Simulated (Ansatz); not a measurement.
# HgTe: the cost of one run

Computed with Ansatz 0.2.0 (DFT PBE, scalar-relativistic, unless a step's input says otherwise).

### Step 1. The system as given

It takes space group F-43m (No. 216, cubic). Conventional cell: a = 6.447 Å, b = 6.447 Å, c = 6.447 Å, α = 90.00°, β = 90.00°, γ = 90.00°. Hg (site symmetry -43m) has 4 Te at 2.79 Å as nearest neighbours. Te (site symmetry -43m) has 4 Hg at 2.79 Å as nearest neighbours.

Structure file:

```xyz
2
Lattice="0.0000 3.2235 3.2235 3.2235 0.0000 3.2235 3.2235 3.2235 0.0000" Properties=species:S:1:pos:R:3 pbc="T T T"
Hg    0.0000    0.0000    0.0000
Te    4.8353    4.8353    4.8353
```

The cell is a deposited one (Crystallography Open Database entry 1539232); the temperature and pressure of the measurement aren't taken into account, and nothing was relaxed.

Atoms are numbered in the order of the input: Hg1, Te2.

### Step 2. Full-potential LAPW

Contents of input.yaml:

```yaml
crystal:
  lattice:
    - [0.0, 3.2235, 3.2235]
    - [3.2235, 0.0, 3.2235]
    - [3.2235, 3.2235, 0.0]
  atoms:
    - { symbol: Hg, position: [0.0, 0.0, 0.0] }
    - { symbol: Te, position: [0.75, 0.75, 0.75] }
kpoints:
  mp_grid: { grid: [11, 11, 11] }
  band_path:
    path:
      - [0.0, 0.0, 0.0]
      - [-0.5, -0.5, 0.0]
      - [-0.375, -0.375, 0.25]
      - [-0.375, 0.0, 0.375]
      - [0.0, 0.0, 0.0]
      - [0.0, 0.0, 0.5]
      - [-0.5, -0.25, 0.25]
      - [-0.5, -0.5, 0.0]
    npoints: 14
scf:
  occupations: { method: fermi_dirac, width: 0.03 }
hamiltonian:
  xc: pbe
  pseudopotentials: { kind: all_electron, lapw: { basis_error: 0.0005 } }
output:
  forces: true
  stress: true
  eigenvalues: true
  populations: true
  dos: { projected: true, de: 0.2, e_range: [-14, 8] }
```

Command:

```console
> ansatz run input.yaml --threads 1 --pin off --max-ram 3072MiB --backend cpu --events-out ev --progress --plain --runs-dir out
```

Q: Estimate wall time and peak memory on 1 thread of Intel Xeon Platinum 8488C (Sapphire Rapids), shared host.

About 56 s, with a peak of 0.51 GiB.
